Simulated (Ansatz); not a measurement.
CuAu:

```
CELL_PARAMETERS angstrom
1.44306 0.83315 4.25617
-1.44306 0.83315 4.25617
0.00000 -1.66630 4.25617
ATOMIC_POSITIONS crystal
Au 0.00000 0.00000 0.00000
Cu 0.50000 0.50000 0.50000
```

The cell comes from a database or a generator and needn't be the stable form of this composition.

```yaml
Program: Ansatz 0.2.0
Task: relaxation of cell and atoms
Functional: HSE03
Potentials_or_basis: Ansatz PAW
Cutoff: "420 eV (not typed: the program's choice for these potentials)"
k_mesh: 6 × 6 × 6
Occupations: fermi-dirac, width 0.05 eV
Spin: no spin polarisation
```

At the start: volume 15.35 Å³/atom.

**Question.** How do energy, volume and symmetry change on relaxing?

**Answer.** It ends after 8 steps and the volume is 15.21 Å³/atom (-1.0 %); space group R-3m (No. 166, to 0.05 Å).

Step by step:
| step | energy change (eV) | largest force (eV/Å) | volume (Å³) |
| --- | --- | --- | --- |
| 1 | 0.0000 | 0.0000 | 30.70 |
| 2 | -0.0054 | 0.0000 | 30.36 |
| 3 | -0.0088 | 0.0000 | 30.22 |
| 4 | -0.0090 | 0.0000 | 30.40 |
| 5 | -0.0090 | 0.0000 | 30.41 |
| 6 | -0.0085 | 0.0000 | 30.41 |
| 7 | -0.0085 | 0.0000 | 30.41 |
| 8 | -0.0085 | 0.0000 | 30.41 |

Final structure:
```
CELL_PARAMETERS angstrom
1.45705 0.84123 4.13512
-1.45705 0.84123 4.13512
0.00000 -1.68246 4.13512
ATOMIC_POSITIONS crystal
Au 0.00000 0.00000 0.00000
Cu 0.50000 0.50000 0.50000
```

Caveat: the k mesh is coarse (spacing up to 0.43 Å⁻¹), so the values aren't converged, least of all with exact exchange; the plane-wave basis is chosen anew once the cell has moved, so the energies of steps on either side of that aren't comparable; the PAW data sets come from PBE, with cores solved anew for the run's functional, which leaves a small shift of forces and pressure.
